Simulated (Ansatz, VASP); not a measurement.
**Mn in VASP and in Ansatz**

```xyz
2
Lattice="0.0000 2.4036 2.4036 2.4036 0.0000 2.4036 2.4036 2.4036 0.0000" Properties=species:S:1:pos:R:3 pbc="T T T"
Mn    0.6009    0.6009    0.6009
Mn    4.2063    4.2063    4.2063
```

Alike in both runs: task single point; functional BLYP; k mesh 12 × 12 × 12; occupations fermi-dirac, width 0.1 eV; no spin polarisation.

```csv
,VASP,Ansatz
version,VASP 6.6.1,Ansatz 0.2.0
potentials or method,"VASP PAW PBE potentials, release 64 (Mn_pv)","plane waves (420 eV) with PAW, scalar-relativistic"
plane-wave cutoff (eV),520,420
valence electrons in the cell,26,30
```

Ansatz gave:

| Quantity | Value |
| --- | --- |
| pressure (GPa) | 21.8 |

Question: What did VASP give for the same quantities?

Answer: Pressure (GPa): 23.1.

The two sets of potentials don't hold the same shells in valence.

Caveats: so large a pressure means that the cell lies far from this level's equilibrium, or that cutoff or potentials fall short (VASP); the potentials were made for another functional, which shifts forces and pressure (VASP); the run has no spin polarisation, though such a crystal can be magnetic. Spin polarisation is off, so any magnetic state and its effect on volume and gap are missing.
